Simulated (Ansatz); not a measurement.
# Rb (Im-3m), clamped-ion strain scan

The calculation used Ansatz, DFT PBE, scalar-relativistic, plane waves, PAW. The runs took a 420 eV cutoff, a Γ-centred 12×12×12 mesh and Gaussian smearing (0.15 eV). No spin polarisation. Energies are free energies at this smearing, counted from the undisturbed cell; pressure is positive in compression.

The starting cell (as given, not relaxed at this level; it stands at 0.1 GPa):

```xyz
1
Lattice="-2.8060 2.8060 2.8060 2.8060 -2.8060 2.8060 2.8060 2.8060 -2.8060" Properties=species:S:1:pos:R:3 pbc="T T T"
Rb    0.0000    0.0000    0.0000
```

The cell is strained by ε times the Voigt pattern (1, 0, 0, 0, 0, 0) (xx, yy, zz, yz, xz, xy; engineering shear) with fractional coordinates fixed. The cell is metallic on the mesh throughout.

```
      ε  ΔE (meV/atom) stress summed along the pattern (GPa, tension positive) pressure (GPa)
-0.0200            1.4                                                    -0.16             0.2
-0.0150            1.0                                                        ?               ?
-0.0100              ?                                                    -0.13               ?
-0.0050            0.3                                                    -0.11             0.1
 0.0000            0.0                                                    -0.09             0.1
 0.0050           -0.2                                                    -0.08             0.1
 0.0100              ?                                                        ?             0.1
 0.0150           -0.6                                                    -0.05             0.0
 0.0175           -0.6                                                    -0.04             0.0
 0.0200           -0.7                                                    -0.03             0.0
```

Q: Give the withheld values.

A: stress summed along the pattern (GPa, tension positive) at ε = -0.0150: -0.14; pressure (GPa) at ε = -0.0150: 0.1; ΔE (meV/atom) at ε = -0.0100: 0.6; pressure (GPa) at ε = -0.0100: 0.1; ΔE (meV/atom) at ε = 0.0100: -0.4; stress summed along the pattern (GPa, tension positive) at ε = 0.0100: -0.06.